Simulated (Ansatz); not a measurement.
# Si: the cost of one run

Method: DFT PBEsol, scalar-relativistic, plane waves, PAW, in Ansatz 0.2.0.

## 1. The starting structure

It takes space group R-3m (No. 166, trigonal). Conventional cell: a = 3.226 Å, b = 3.226 Å, c = 23.390 Å, α = 90.00°, β = 90.00°, γ = 120.00°. Around Si (site symmetry -3m) lie 12 Si at 3.20 to 3.23 Å. Si (site symmetry 3m) has 12 Si at 3.20 to 3.23 Å as nearest neighbours.

Coordinates:

```
Si
1.0
     1.61322    0.93139    7.79658
    -1.61322    0.93139    7.79658
     0.00000   -1.86278    7.79658
Si
3
Cartesian
  0.0000 0.0000 0.0000
  0.0000 0.0000 5.1977
  0.0000 0.0000 18.1921
```

This is candidate A: samarium (9R) type (R-3m, No. 166).

(A quick probe on a coarse mesh, which set the mesh and smearing, is not shown.)

## 3. Coarse relaxation (candidate A)

input.yaml

```yaml
crystal:
  lattice:
    - [1.6132183877, 0.9313920704, 7.7965832421]
    - [-1.6132183877, 0.9313920704, 7.7965832421]
    - [0.0, -1.8627841408, 7.7965832421]
  atoms:
    - { symbol: Si, position: [0.0, 0.0, 0.0] }
    - { symbol: Si, position: [0.22222, 0.22222, 0.22222] }
    - { symbol: Si, position: [0.77778, 0.77778, 0.77778] }
basis:
  ecutwfc: 420
kpoints:
  mp_grid: { grid: [6, 6, 6] }
hamiltonian:
  xc: pbesol
scf:
  occupations: { method: gaussian, width: 0.1 }
  lower_state_search: "off"
output:
  forces: true
  stress: true
  eigenvalues: true
relax:
  adjacent_minimum: "off"
  f_tol: 0.04
  max_steps: 70
  cell: { stress_tol: 0.4 }
```

Q: Estimate wall time and peak memory on 1 thread of an x86-64 CPU, shared host.

About 5.9 s, with a peak of 0.4 GiB.
